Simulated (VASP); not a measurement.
CdF2:

```
Cd F
1.0
     0.00000    2.69400    2.69400
     2.69400    0.00000    2.69400
     2.69400    2.69400    0.00000
Cd F
1 2
Direct
  0.00000 0.00000 0.00000
  0.25000 0.25000 0.25000
  0.75000 0.75000 0.75000
```

```yaml
Program: VASP 6.6.1
Task: relaxation of cell and atoms
Functional: LDA
Potentials_or_basis: VASP PAW LDA potentials, release 64 (Cd, F)
Cutoff: 600 eV
k_mesh: 10 × 10 × 10
Occupations: gaussian, width 0.03 eV
Spin: no spin polarisation
```

At the start: pressure -4.9 GPa; volume 13.03 Å³/atom.

Q: Where does the relaxation end?

A: Over 3 steps the energy falls by 8.8 meV/atom and the volume is 12.48 Å³/atom (-4.2 %); space group Fm-3m (No. 225, to 0.05 Å).

The path:
```tsv
step	energy change (eV)	largest force (eV/Å)	pressure (GPa)	volume (Å³)
1	0.0000	0.0000	-4.92	39.10
2	-0.0228	0.0000	2.04	36.88
3	-0.0265	0.0000	0.01	37.45
```

Final structure:
```
CELL_PARAMETERS angstrom
0.00000 2.65556 2.65556
2.65556 0.00000 2.65556
2.65556 2.65556 0.00000
ATOMIC_POSITIONS crystal
Cd 0.00000 0.00000 0.00000
F 0.25000 0.25000 0.25000
F 0.75000 0.75000 0.75000
```
